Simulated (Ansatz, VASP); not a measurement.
AgCl: VASP beside Ansatz

```
Ag Cl
1.0
     0.00000    2.78008    2.78008
     2.77315    0.00693    2.77315
     2.77315    2.77315    0.00693
Ag Cl
1 1
Direct
  0.50000 0.50000 0.50000
  0.00000 0.00000 0.00000
```

Change from the starting cell: strain +0.0050 x Voigt [0, 0, 0, 1, 0, 0], atoms carried along.

Alike in both runs: task single point; functional PBE; k mesh 8 × 8 × 8; occupations gaussian, width 0.05 eV; no spin polarisation.

|  | VASP | Ansatz |
| --- | --- | --- |
| version | VASP 6.6.1 | Ansatz 0.2.0 |
| potentials or method | VASP PAW PBE potentials, release 64 (Ag, Cl) | scalar-relativistic, plane waves, PAW |
| plane-wave cutoff (eV) | 520 | 420 |
| valence electrons in the cell | 18 | 26 |

|  | VASP | Ansatz | Ansatz less VASP |
| --- | --- | --- | --- |
| gap on the k mesh at the Fermi level (eV) | 0.90 | 0.91 | +0.003 |
| least direct gap on the mesh (eV) | 3.18 | 3.18 | +0.002 |
| pressure (GPa) | 1.5 | 1.6 | +0.14 |

The functional is the same, so the differences come from potentials, cutoffs and numerics. The two sets of potentials don't hold the same shells in valence.

A k mesh can miss the band edges.
